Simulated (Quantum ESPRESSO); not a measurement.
Runs of Quantum ESPRESSO 7.5 on TiO2. Symmetry: P4_2/mnm, No. 136, tetragonal system. The conventional cell has a = 4.600 Å, b = 4.600 Å, c = 2.959 Å, α = 90.00°, β = 90.00°, γ = 90.00°. Ti (site symmetry mmm) is surrounded by 6 O at 1.95 to 1.98 Å. O (site symmetry m2m) has 3 Ti at 1.95 to 1.98 Å as nearest neighbours. The cell is a database's computed one.

| task | level | potentials or basis | cell | k mesh | cutoff (eV) | form of the LDA correlation | mesh quality | gap on the mesh (eV) | pressure (GPa) | largest force (eV/Å) |
| --- | --- | --- | --- | --- | --- | --- | --- | --- | --- | --- |
| phonons | PBE | SSSP 1.3 efficiency PBE | relaxed | 4 × 4 × 6, shifted | 748 | - | not flagged | - | 0.0 | - |
| dielectric tensor | LDA | PseudoDojo 0.4.1 SR LDA standard | as given | 4 × 4 × 6, shifted | 1143 | PW92 | not flagged | - | (c) | 0.14 |
| dielectric tensor | PBE | PseudoDojo 0.4.1 SR PBE standard | as given | 4 × 4 × 4 | 1143 | - | coarse | 1.88 | (a) | 0.02 |
| dielectric tensor | PBE | PseudoDojo 0.4.1 SR PBE standard | as given | 4 × 4 × 6, shifted | 1143 | - | not flagged | - | 3.6 | 0.02 |
| dielectric tensor | PBEsol | PseudoDojo 0.4.1 SR PBEsol standard | as given | 4 × 4 × 6, shifted | 1143 | - | not flagged | - | (b) | 0.08 |
| dielectric tensor | BLYP | PseudoDojo 0.4.1 SR PBE standard | as given | 4 × 4 × 6, shifted | 1143 | - | not flagged | - | 10.2 | 0.07 |
| dielectric tensor | PBE | PseudoDojo 0.4.1 SR PBE standard | as given | 2 × 2 × 4 | 1143 | - | coarse | 1.85 | 3.9 | 0.03 |
| dielectric tensor | PBE | PseudoDojo 0.4.1 SR PBE standard | as given | 4 × 4 × 6 | 1143 | - | not flagged | 1.88 | 3.6 | 0.02 |

Alike in all rows: no spin polarisation; smearing fermi-dirac 0.05 eV.

Q: Estimate the missing entries.

A: (a) 3.7; (b) -3.4; (c) -9.3.

Caveats: some runs use coarse meshes; the cell is more than 3 GPa from zero pressure, which shifts response properties (some runs); on a mesh that holds Γ this program's dielectric tensor can be off by some percent beyond the error of the mesh (some runs); some modes are imaginary (some runs); the potentials were made for another functional, which shifts forces and pressure (some runs).

A k mesh can miss the band edges.
